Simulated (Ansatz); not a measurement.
Results of CAM-B3LYP (Ansatz, a quantum-chemistry and plane-wave program, PAW) for chalcopyrite CuInS2.

Settings: plane-wave cutoff 460 eV, 6×6×6 k mesh, Fermi–Dirac smearing 0.01 eV, no spin polarisation, scalar-relativistic PAW data made under PBE.

Cell (measured lattice):

```cif
data_Cu2In2S4
_chemical_formula_sum 'In2 Cu2 S4'
_space_group_name_H-M_alt 'P 1'
_space_group_IT_number 1
_cell_length_a 6.79972
_cell_length_b 6.79972
_cell_length_c 6.79972
_cell_angle_alpha 132.079
_cell_angle_beta 132.079
_cell_angle_gamma 70.104
loop_
_space_group_symop_operation_xyz
  'x, y, z'
loop_
_atom_site_label
_atom_site_type_symbol
_atom_site_fract_x
_atom_site_fract_y
_atom_site_fract_z
_atom_site_occupancy
In1 In 0.50000 0.50000 0.00000 1
In2 In 0.25000 0.75000 0.50000 1
Cu1 Cu 0.00000 0.00000 0.00000 1
Cu2 Cu 0.75000 0.25000 0.50000 1
S1 S 0.87500 0.89554 0.52054 1
S2 S 0.10446 0.62500 0.97946 1
S3 S 0.37500 0.35446 0.47946 1
S4 S 0.64554 0.12500 0.02054 1
```

### Question
Give the computed band gap.

### Answer

band gap: 4.00 eV (on the SCF k mesh)

Measured, for comparison: band gap 1.55 eV (temperature not stated, no zero-point or thermal correction, direct or pseudo-direct at Γ; as tabulated in Ghosh et al. (2024), arXiv:2401.16805).

Note: cell and atoms aren't relaxed at this level (largest force component 0.15 eV/Å, pressure 1.8 GPa).

Spin–orbit coupling is not included.

The computed numbers hold no vibrational or temperature effects.
